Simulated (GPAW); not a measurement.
Crystal: Zn.

```
Zn
1.0
     2.67000    0.00000    0.00000
    -1.33500    2.31229    0.00000
     0.00000    0.00000    4.96600
Zn
2
Cartesian
  1.3350 0.7708 3.7245
  0.0000 1.5415 1.2415
```

| Item | Value |
| --- | --- |
| Program | GPAW 26.7.0 |
| Task | relaxation of cell and atoms |
| Functional | PBEsol |
| Dispersion | D3(BJ)+ATM |
| Potentials or basis | PAW data sets generated in the run's folder for this functional |
| Cutoff | 600 eV |
| Basis | pw |
| k mesh | 10 × 10 × 5 |
| Occupations | fermi-dirac, width 0.05 eV |
| Spin | no spin polarisation |

At the start: pressure -9.0 GPa; volume 15.33 Å³/atom.

**Question.** Where does the relaxation end?

**Answer.** Over 7 steps the energy falls by 51.6 meV/atom and the volume is 13.64 Å³/atom (-11.0 %); space group P6_3/mmc (No. 194, to 0.05 Å).

Step by step:
```
step  energy change (eV)  largest force (eV/Å)  pressure (GPa)  volume (Å³)
   1              0.0000                0.0000           -8.99        30.66
   2             -0.0297                0.0000           -7.86        30.10
   3             -0.0974                0.0000            1.99        26.94
   4             -0.1014                0.0000           -0.40        27.51
   5             -0.1019                0.0000           -0.22        27.46
   6             -0.1032                0.0000            0.25        27.25
   7             -0.1033                0.0000            0.10        27.27
```

Final structure:
```
Zn
1.0
     2.57669    0.00000    0.00000
    -1.28834    2.23148    0.00000
     0.00000    0.00000    4.74317
Zn
2
Direct
  0.66667 0.33333 0.75000
  0.33333 0.66667 0.25000
```

Caveat: later steps reuse the first step's grids; pairwise dispersion overbinds metals, which lowers pressure and volume.
